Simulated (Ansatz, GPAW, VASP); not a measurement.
## ZnSe: 4 runs at one level of theory

```
Se Zn
1.0
     0.00000    2.83380    2.83380
     2.83380    0.00000    2.83380
     2.83380    2.83380    0.00000
Se Zn
1 1
Cartesian
  4.2507 4.2507 4.2507
  0.0000 0.0000 0.0000
```

Alike in all runs: task single point; functional PBE; k mesh 8 × 8 × 8; occupations gaussian, width 0.024 eV; no spin polarisation; no spin-orbit coupling. Pressure is positive in compression and, in plane waves, holds the error of the finite cutoff, which Ansatz's Pulay term estimates and takes out.

```tsv
program and potentials	plane-wave cutoff (eV)	notes	band gap (eV)	pressure (GPa)
Ansatz, Ansatz PAW	420	14 valence electrons an atom on average; Pulay term of +0.05 GPa included	1.29	2.10
GPAW, GPAW PAW data sets (gpaw-data 1.2.1)	600	9 valence electrons an atom on average	1.30	2.09
VASP, PBE PAW files Se, Zn, 520 eV	520	9 valence electrons an atom on average	1.29	2.36
Ansatz, all-electron LAPW, scalar-relativistic	-	-	1.29	2.12
```

The band gap spans 1.29 (Ansatz, Ansatz PAW) to 1.30 eV (GPAW, GPAW PAW data sets (gpaw-data 1.2.1)), with all-electron results at 1.29. The pressure spans 2.09 (GPAW, GPAW PAW data sets (gpaw-data 1.2.1)) to 2.36 GPa (VASP, PBE PAW files Se, Zn, 520 eV), with all-electron results at 2.12. Spin-orbit coupling, left out here, moves the band edges of heavy atoms.

Differences between rows come from potentials, basis sets and numerical settings, since the functional is the same but for its coding. Runs on potential files found faulty are left out.

The four runs agree almost exactly on the gap, so its size reflects PBE rather than the potentials or basis sets. It lies far below the measured gap of zinc-blende ZnSe. PBE lacks the derivative discontinuity of the exact functional, and it also places the Zn 3d states too high, which strengthens their repulsion with the Se 4p states and pushes the valence-band top upwards.

The positive pressure in every row means that PBE would expand this cell, in line with its usual underbinding of semiconductors. Since the direct gap of ZnSe narrows on expansion, relaxing the volume would probably take the gap further from experiment.

The pressure separates the runs more clearly than the gap does: VASP gives 2.36 GPa, against 2.12 GPa for the all-electron run. The number of valence electrons alone doesn't account for this, as GPAW treats equally many and stays close to the all-electron value; details of the PAW data sets may be responsible.
